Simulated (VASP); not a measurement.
# TePb (scan) (Fm-3m) in VASP: further runs

Runs on TePb (scan). Level: r2SCAN. Tasks: single point, relaxation of cell and atoms.

All numbers are computed with VASP 6.6.1; they aren't measurements. Logs are shortened: lines on timing, memory, paths and dates and some standing lists are left out, and cuts for length are marked.

**Experimental background.**

A printed reference work, monograph reports, for a bulk crystal of TePb at 4.2 K: band gap 0.19 eV (direct).

The runs below are set against these values where they give the same quantity.

**1. Starting point**

The structure is cubic, space group Fm-3m (No. 225). The conventional cell has a = 6.535 Å, b = 6.535 Å, c = 6.535 Å, α = 90.00°, β = 90.00°, γ = 90.00°. Te (site symmetry m-3m) has 6 Pb at 3.27 Å as nearest neighbours. Pb (site symmetry m-3m) has 6 Te at 3.27 Å as nearest neighbours.

**2. Single point, r2SCAN**

POSCAR

```
TePb
1.0
    0.0000000000      3.2673925332      3.2673925332
    3.2673925332      0.0000000000      3.2673925332
    3.2673925332      3.2673925332      0.0000000000
Te Pb
1 1
Direct
    0.5000000000      0.5000000000      0.5000000000
    0.0000000000      0.0000000000      0.0000000000
```

INCAR.step1

```
SYSTEM = TePb
ALGO = Normal
EDIFF = 1E-4
ENCUT = 520
GGA = PE
ISMEAR = 0
LASPH = .TRUE.
LCHARG = .FALSE.
LREAL = .FALSE.
LWAVE = .TRUE.
NBANDS = 17
NELM = 100
PREC = Accurate
SIGMA = 0.02
```

INCAR.step2

```
SYSTEM = TePb
ALGO = Normal
EDIFF = 1E-7
ENCUT = 520
ISIF = 2
ISMEAR = 0
ISTART = 1
LASPH = .TRUE.
LCHARG = .FALSE.
LMIXTAU = .TRUE.
LREAL = .FALSE.
LWAVE = .FALSE.
METAGGA = R2SCAN
NBANDS = 17
NELM = 100
PREC = Accurate
SIGMA = 0.02
```

KPOINTS

```
k-points
0
G
  8 8 8
  0 0 0
```

Potentials or basis: VASP PAW PBE potentials, release 64 (Te, Pb_d).

The run is started by

```console
> cat potpaw_PBE.64/Te/POTCAR potpaw_PBE.64/Pb_d/POTCAR > POTCAR
> cp INCAR.step1 INCAR
> mpirun -np 1 vasp_std > vasp.out
> cp INCAR.step2 INCAR
> mpirun -np 1 vasp_std > vasp.out
```

OUTCAR:

```text
SYSTEM = TePb
   EDIFF = 1E-7
   ENCUT = 520
   ISIF = 2
   ISMEAR = 0
   ISTART = 1
   LASPH = .TRUE.
   LREAL = .FALSE.
   METAGGA = R2SCAN
   NELM = 100
   PREC = Accurate

 ion  position               nearest neighbor table
   1  0.500  0.500  0.500-   2 3.27   2 3.27   2 3.27   2 3.27   2 3.27   2 3.27
   2  0.000  0.000  0.000-   1 3.27   1 3.27   1 3.27   1 3.27   1 3.27   1 3.27

  LATTYP: Found a face centered cubic cell.
 ALAT       =     6.5347850664

  Lattice vectors:

 A1 = (   0.0000000000,   3.2673925332,   3.2673925332)
 A2 = (   3.2673925332,   0.0000000000,   3.2673925332)
 A3 = (   3.2673925332,   3.2673925332,   0.0000000000)

Analysis of symmetry for initial positions (statically):
=====================================================================
 Subroutine PRICEL returns:
 Original cell was already a primitive cell.

 Routine SETGRP: Setting up the symmetry group for a
 face centered cubic supercell.

 Subroutine GETGRP returns: Found 48 space group operations
 (whereof 48 operations were pure point group operations)
 out of a pool of 48 trial point group operations.

The static configuration has the point symmetry O_h .

Analysis of symmetry for dynamics (positions and initial velocities):
=====================================================================
 Subroutine PRICEL returns:
 Original cell was already a primitive cell.

 Routine SETGRP: Setting up the symmetry group for a
 face centered cubic supercell.

 Subroutine GETGRP returns: Found 48 space group operations
 (whereof 48 operations were pure point group operations)
 out of a pool of 48 trial point group operations.

The dynamic configuration has the point symmetry O_h .

 Subroutine INISYM returns: Found 48 space group operations
 (whereof 48 operations are pure point group operations),
 and found     1 'primitive' translations

----------------------------------------------------------------------------------------

                                     Primitive cell

  volume of cell :      69.7644

  direct lattice vectors                    reciprocal lattice vectors
     0.000000000  3.267392533  3.267392533    -0.153027221  0.153027221  0.153027221
     3.267392533  0.000000000  3.267392533     0.153027221 -0.153027221  0.153027221
     3.267392533  3.267392533  0.000000000     0.153027221  0.153027221 -0.153027221

  length of vectors
     4.620790834  4.620790834  4.620790834     0.265050922  0.265050922  0.265050922

[... 81 lines left out ...]
   LREAL  =      F    real-space projection
   EDIFFG = 0.1E-05   stopping-criterion for IOM
   NSW    =      0    number of steps for IOM
   IBRION =     -1    ionic relax: 0-MD 1-quasi-New 2-CG
   NFREE  =      0    steps in history (QN), initial steepest desc. (CG)
   ISIF   =      2    stress and relaxation
   ISYM   =      2    0-nonsym 1-usesym 2-fastsym
   POTIM  = 0.5000    time-step for ionic-motion
   TEBEG  =    0.0;   TEEND  =   0.0 temperature during run
   PSTRESS=    0.0 pullay stress
   NELECT =      20.0000    total number of electrons
   NUPDOWN=      -1.0000    fix difference up-down
   EMIN   =  10.00;   EMAX   =-10.00  energy-range for DOS
   EFERMI =   0.00;   METHOD = LEGACY
   ISMEAR =     0;   SIGMA  =   0.02  broadening in eV -4-tet -1-fermi 0-gaus
   EFERMI_NEDOS =   21; number of points for ismear=-14 and -15
   IALGO  =     38    algorithm
   IMIX   =      4    mixing-type and parameters
     AMIX     =   0.40;   BMIX     =  1.00
     AMIX_MAG =   1.60;   BMIX_MAG =  1.00
  volume/ion in A,a.u.               =      34.88       235.40
  Fermi-wavevector in a.u.,A,eV,Ry     =   1.079461  2.039885 15.853991  1.165235
  Thomas-Fermi vector in A             =   2.215426
   LORBIT       =      0    0 simple, 1 ext, 2 COOP (PROOUT), +10 PAW based schemes
   METAGGA = R2SCAN    functional components
   LHFCALC =     F    Hartree Fock is set to
   AEXX    =    0.0000 exact exchange contribution
   IVDW    =     0    specifies the selected vdW correction
   LEPSILON=     F    determine dielectric tensor
   LRPA    =     F    only Hartree local field effects (RPA)
 non-spin polarized calculation
 Gauss-broadening in eV      SIGMA  =   0.02
  energy-cutoff  :      520.00
  volume of cell :       69.76
 maximum number of plane-waves:      1895
 NGX is ok and might be reduce to    36
   NGX = 17   NGY = 17   NGZ = 17

 number of electron      20.0000002 magnetization

 Free energy of the ion-electron system (eV)
  ---------------------------------------------------
  ext. energy  EPLUGINS =         0.00000000
  ---------------------------------------------------
  free energy    TOTEN  =       -82.70611937 eV

  energy without entropy =      -82.70611937  energy(sigma->0) =      -82.70611937

 E-fermi :   5.2036     XC(G=0):  -9.6547

 val. band max:        5.0724049357   @ k =   0.5000   0.0000   0.0000
 cond. band min:       6.1649579773   @ k =   0.5000   0.0000   0.0000
 fundamental gap:      1.0925530416
 Fermi energy:         5.2036202622

 k-point     1 :       0.0000    0.0000    0.0000
  band No.  band energies     occupation
      1     -12.2434      2.00000
      2     -12.2434      2.00000
      3     -12.2344      2.00000
      4     -12.2344      2.00000
      5     -12.2344      2.00000
      6      -7.1517      2.00000
[... 457 lines left out ...]
      4     -12.2239      2.00000
      5     -12.2169      2.00000
      6      -5.5430      2.00000
[... 9 lines left out ...]
     16      15.3428      0.00000
     17      15.8024      0.00000

 [... further k-points ...]

------------------------ aborting loop because EDIFF is reached ----------------------------------------

  FORCE on cell =-STRESS in cart. coord.  units (eV):
  Direction    XX          YY          ZZ          XY          YZ          ZX
  --------------------------------------------------------------------------------------
  -------------------------------------------------------------------------------------
  Total       -0.0036762     -0.0036762     -0.0036762      0.0000000      0.0000000     -0.0000000
  in kB       -0.0844265     -0.0844265     -0.0844265      0.0000000      0.0000000     -0.0000000
  external PRESSURE =      -0.0844265 kB  Pullay stress =       0.0000000 kB

 VOLUME and BASIS-vectors are now :
 -----------------------------------------------------------------------------
  energy-cutoff  :      520.00
  volume of cell :       69.76
      direct lattice vectors                 reciprocal lattice vectors
     0.000000000  3.267392533  3.267392533    -0.153027221  0.153027221  0.153027221
     3.267392533  0.000000000  3.267392533     0.153027221 -0.153027221  0.153027221
     3.267392533  3.267392533  0.000000000     0.153027221  0.153027221 -0.153027221

 POSITION                                       TOTAL-FORCE (eV/Angst)
 -----------------------------------------------------------------------------------
      3.26739      3.26739      3.26739        -0.000000      0.000000     -0.000000
      0.00000      0.00000      0.00000         0.000000     -0.000000      0.000000
 -----------------------------------------------------------------------------------
    total drift:                               -0.000000      0.000000      0.000000

  FREE ENERGIE OF THE ION-ELECTRON SYSTEM (eV)
  ---------------------------------------------------
  free  energy   TOTEN  =       -82.7061193720 eV

  energy  without entropy=      -82.7061193720  energy(sigma->0) =      -82.70611937
```

Wall time 64 s (1 thread of Intel Xeon 6975P-C (Granite Rapids), shared host); peak memory 0.23 GiB.

Results:

| Quantity | Value |
| --- | --- |
| Free energy | -82.7061 eV |
| Pressure | 0.0 GPa |
| Band gap on the k mesh | 1.09 eV, direct |

Levels at points of the mesh, in eV from the valence-band top:
```csv
k point,band 6,band 7,band 8,band 9,band 10,band 11,band 12,band 13,band 14,band 15
"(0.00, 0.00, 0.00)",-12.22,-5.72,-1.35,-1.35,-1.35,4.32,4.32,4.32,6.27,6.27
"(0.50, 0.00, 0.00)",-10.80,-8.71,-0.90,-0.90,0.00,1.09,1.51,1.51,8.91,9.61
"(0.50, 0.50, 0.00)",-10.56,-7.44,-4.41,-2.76,-2.76,3.74,5.71,5.71,6.97,10.46
```

Caveat: the PAW data sets were made with another functional, which shifts forces and pressure a little; spin-orbit coupling is left out, which as a rule narrows the gap of such compounds by several tenths of an eV.

(Continued in part 2 of 2.)
